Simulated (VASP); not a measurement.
Here is a VASP 6.6.1 calculation.

File POSCAR:

```
Os
1.0
    2.7341000000      0.0000000000      0.0000000000
   -1.3670500000      2.3678000565      0.0000000000
    0.0000000000      0.0000000000      4.3197000000
Os
2
Direct
    0.6666666667      0.3333333333      0.7500000000
    0.3333333333      0.6666666667      0.2500000000
```

INCAR.step1

```
PREC = Accurate
ENCUT = 520
EDIFF = 1E-6
ISMEAR = -1
SIGMA = 0.05
LREAL = F
LASPH = T
NELM = 100
ALGO = Normal
ISIF = 2
LWAVE = F
LCHARG = T
LMAXMIX = 4
GGA = RP
```

File KPOINTS.step1:

```
regular mesh
0
Gamma
  11 11 6
```

Contents of INCAR.step2:

```
PREC = Accurate
ENCUT = 520
EDIFF = 1E-6
ISMEAR = 0
SIGMA = 0.05
LREAL = F
LASPH = T
NELM = 100
ALGO = Normal
ISIF = 2
LWAVE = F
LCHARG = F
LMAXMIX = 4
GGA = RP
ICHARG = 11
```

KPOINTS.step2

```
path GMKGALHA,LM,KH
20
line-mode
reciprocal
 0.0000000000  0.0000000000  0.0000000000  G
 0.5000000000  0.0000000000  0.0000000000  M

 0.5000000000  0.0000000000  0.0000000000  M
 0.3333333333  0.3333333333  0.0000000000  K

 0.3333333333  0.3333333333  0.0000000000  K
 0.0000000000  0.0000000000  0.0000000000  G

 0.0000000000  0.0000000000  0.0000000000  G
 0.0000000000  0.0000000000  0.5000000000  A

 0.0000000000  0.0000000000  0.5000000000  A
 0.5000000000  0.0000000000  0.5000000000  L

 0.5000000000  0.0000000000  0.5000000000  L
 0.3333333333  0.3333333333  0.5000000000  H

 0.3333333333  0.3333333333  0.5000000000  H
 0.0000000000  0.0000000000  0.5000000000  A

 0.5000000000  0.0000000000  0.5000000000  L
 0.5000000000  0.0000000000  0.0000000000  M

 0.3333333333  0.3333333333  0.0000000000  K
 0.3333333333  0.3333333333  0.5000000000  H
```

Potentials or basis: VASP PAW PBE potentials, release 64 (Os).

Run with:

```console
$ cat potpaw_PBE.64/Os/POTCAR > POTCAR
$ cp INCAR.step1 INCAR
$ cp KPOINTS.step1 KPOINTS
$ mpirun -np 1 vasp_std > vasp.out
$ cp INCAR.step2 INCAR
$ cp KPOINTS.step2 KPOINTS
$ mpirun -np 1 vasp_std > vasp.out
```

Predict the band gap along the path.

none (metal or under the smearing width).

Levels at the corners of the path, in eV from the Fermi level:
| point | band 5 | band 6 | band 7 | band 8 | band 9 | band 10 | band 11 | band 12 |
| --- | --- | --- | --- | --- | --- | --- | --- | --- |
| Γ | -2.75 | -2.16 | -2.16 | -1.52 | -1.52 | 0.06 | 1.73 | 1.73 |
| M | -2.87 | -2.53 | -1.83 | 2.09 | 2.65 | 2.76 | 4.46 | 5.77 |
| M | -2.87 | -2.53 | -1.83 | 2.09 | 2.65 | 2.76 | 4.46 | 5.77 |
| K | -3.39 | -3.39 | -1.28 | 1.53 | 1.53 | 2.11 | 5.46 | 5.46 |
| K | -3.39 | -3.39 | -1.28 | 1.53 | 1.53 | 2.11 | 5.46 | 5.46 |
| Γ | -2.75 | -2.16 | -2.16 | -1.52 | -1.52 | 0.06 | 1.73 | 1.73 |
| Γ | -2.75 | -2.16 | -2.16 | -1.52 | -1.52 | 0.06 | 1.73 | 1.73 |
| A | -3.20 | -3.20 | -3.20 | -3.20 | 0.94 | 0.94 | 0.94 | 0.94 |
| A | -3.20 | -3.20 | -3.20 | -3.20 | 0.94 | 0.94 | 0.94 | 0.94 |
| L | -1.16 | -1.16 | -0.12 | -0.12 | 2.42 | 2.42 | 3.35 | 3.35 |
| L | -1.16 | -1.16 | -0.12 | -0.12 | 2.42 | 2.42 | 3.35 | 3.35 |
| H | -3.39 | -3.39 | -1.31 | -1.31 | 1.68 | 1.68 | 8.40 | 8.40 |
| H | -3.39 | -3.39 | -1.31 | -1.31 | 1.68 | 1.68 | 8.40 | 8.40 |
| A | -3.20 | -3.20 | -3.20 | -3.20 | 0.94 | 0.94 | 0.94 | 0.94 |
| L | -1.16 | -1.16 | -0.12 | -0.12 | 2.42 | 2.42 | 3.35 | 3.35 |
| M | -2.87 | -2.53 | -1.83 | 2.09 | 2.65 | 2.76 | 4.46 | 5.77 |
| K | -3.39 | -3.39 | -1.28 | 1.53 | 1.53 | 2.11 | 5.46 | 5.46 |
| H | -3.39 | -3.39 | -1.31 | -1.31 | 1.68 | 1.68 | 8.40 | 8.40 |

Caveat: the log is that of the step along the path at fixed density, whose energy, stress, charges and moments have no meaning; spin-orbit coupling is left out, which moves the levels of the heavy elements.
